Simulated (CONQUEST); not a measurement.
## C under changes of volume

One of the cells (5.672 Å³/atom); the others are scaled copies at fixed shape and fractional positions:

```
CELL_PARAMETERS angstrom
2.52207 0.00000 0.00000
0.00000 2.52207 0.00000
0.00000 0.00000 3.56674
ATOMIC_POSITIONS crystal
C 0.00000 0.50000 0.25000
C 0.50000 0.00000 0.75000
C 0.00000 0.00000 0.50000
C 0.50000 0.50000 0.00000
```

This isn't the form of C at room conditions, which is graphite.

```yaml
Program: CONQUEST 1.3
Functional: PBE
Potentials_or_basis: PseudoDojo NC PBE, DZ, grid of 24 × 24 × 36 points
k_mesh: 10 × 10 × 8
Occupations: fermi-dirac, width 0.05 eV
Spin: no spin polarisation
```

```csv
volume (Å³/atom),energy over the lowest point (meV/atom),pressure (GPa),gap on the mesh (eV)
5.332,67.11,46.6,5.60
5.445,38.93,33.9,5.46
5.558,18.85,23.1,5.32
5.672,?,?,?
5.785,0.00,4.0,5.08
6.012,5.73,-11.6,4.86
```

**Question.** What does the run at 5.672 Å³/atom give?

**Answer.** Energy over the lowest point 6.08 meV/atom; pressure 13.5 GPa; gap on the mesh 5.19 eV.

Worked out: A Birch-Murnaghan fit of order 3 (a polynomial in V^(-2/3)) to the other rows has its minimum at 5.84 Å³/atom with B0 = V·E''(V) = 425 GPa and B' = 3.8. It gives 6.01 meV/atom at 5.672 Å³/atom, against the run's 6.08, and -dE/dV = 13.1 GPa, against 13.5. A parabola through the other rows of the gap, of slope -6.14 eV per unit of ln V there, gives 5.20 eV, against the run's 5.19.

Energies are extrapolated to zero smearing.

Caveats: the atomic basis is small; the basis of atomic orbitals isn't converged, which shifts pressures, moduli and gaps; the real-space grid breaks the cell's symmetry a little (some runs).

A mesh can miss the band edges.
